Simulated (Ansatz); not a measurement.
CaF2 (fluorite)

```
CELL_PARAMETERS angstrom
      0.00000     5.51101     5.51101
      2.75551     0.00000     2.75551
      2.75551     2.75551     0.00000
ATOMIC_POSITIONS crystal
  Ca 0.00000 0.00000 0.00000
  Ca 0.50000 0.00000 0.00000
  F  0.12500 0.25000 0.25000
  F  0.62500 0.25000 0.25000
  F  0.37500 0.75000 0.75000
  F  0.87500 0.75000 0.75000
```

The atoms are displaced by Q × the pattern below (from a DFPT mode at L = (0.5, 0.0, 0.0), largest move 1; Q in Å), at fixed cell. (q is in reciprocal vectors of the primitive cell; the cell shown is doubled to hold the pattern.)

```json
[
 {"atom": "F3", "x": "0.577", "y": "-0.577", "z": "-0.577"},
 {"atom": "F4", "x": "-0.577", "y": "0.577", "z": "0.577"},
 {"atom": "F5", "x": "0.577", "y": "-0.577", "z": "-0.577"},
 {"atom": "F6", "x": "-0.577", "y": "0.577", "z": "0.577"}
]
```

Atoms not listed stay in place.

Method: PBE (plane waves to 420 eV, PAW, scalar-relativistic; Ansatz, an electronic-structure program). k mesh 5×10×10 (Γ-centred), Fermi-Dirac smearing 0.05 eV. E stands for the smeared free energy. Stress and pressure are positive under compression. CaF2 was relaxed with its symmetry unable to fall. The PAW data are Ansatz's earlier set. ΔE is measured from the undisplaced structure.

```csv
Q (Å),−dE/dQ from forces (eV/Å),ΔE (meV/cell),P (GPa)
-0.280,8.652,1163,(withheld)
-0.233,7.029,(withheld),(withheld)
-0.187,5.510,(withheld),1.83
-0.140,4.069,282,1.02
-0.093,2.683,125,0.45
-0.047,1.333,31,0.11
0.000,0.000,0,0.00
0.047,-1.333,31,0.11
0.093,-2.683,125,0.45
0.140,-4.069,282,1.02
0.187,-5.510,(withheld),1.83
0.233,-7.029,(withheld),(withheld)
0.280,-8.652,1163,(withheld)
```

### Question
Complete the blanks.

### Answer

- -0.280, P (GPa): 4.24
- -0.233, ΔE (meV/cell): 797
- -0.233, P (GPa): 2.90
- -0.187, ΔE (meV/cell): 505
- 0.187, ΔE (meV/cell): 505
- 0.233, ΔE (meV/cell): 797
- 0.233, P (GPa): 2.90
- 0.280, P (GPa): 4.24

(A displaced cell: forces are minus the slopes of the energy, force constants its curvatures, and phonons follow from these.)
